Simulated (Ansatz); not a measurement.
# Mg under changes of volume

One of the cells (23.237 Å³/atom); the others are scaled copies at fixed shape and fractional positions:

```
CELL_PARAMETERS angstrom
3.20930 0.00000 0.00000
-1.60465 2.77934 0.00000
0.00000 0.00000 5.21030
ATOMIC_POSITIONS crystal
Mg 0.66667 0.33333 0.75000
Mg 0.33333 0.66667 0.25000
```

| Property | Result |
| --- | --- |
| Program | Ansatz 0.2.0 |
| Functional | PBE |
| Potentials or basis | JTH PAW |
| Cutoff | 900 eV (not typed: the program's choice for these potentials) |
| k mesh | 10 × 10 × 5 |
| Occupations | fermi-dirac, width 0.05 eV |
| Spin | no spin polarisation |

| volume (Å³/atom) | energy over the lowest point (meV/atom) | pressure (GPa) |
| --- | --- | --- |
| 21.843 | ? | ? |
| 22.308 | 2.16 | 1.2 |
| 22.772 | 0.00 | 0.4 |
| 23.237 | 0.01 | -0.3 |
| 23.702 | 1.98 | -1.0 |
| 24.167 | 5.71 | -1.6 |
| 24.631 | 11.03 | -2.1 |

Q: What does the run at 21.843 Å³/atom give?

A: Energy over the lowest point 6.74 meV/atom; pressure 2.1 GPa.

Worked out: A Birch-Murnaghan fit of order 3 (a polynomial in V^(-2/3)) to the other rows has its minimum at 23.00 Å³/atom with B0 = V·E''(V) = 35 GPa and B' = 4.1 at fixed shape and positions, which overstates the stiffness. It gives 6.73 meV/atom at 21.843 Å³/atom, against the run's 6.74, and -dE/dV = 2.0 GPa, against 2.1.

Energies are extrapolated to zero smearing.
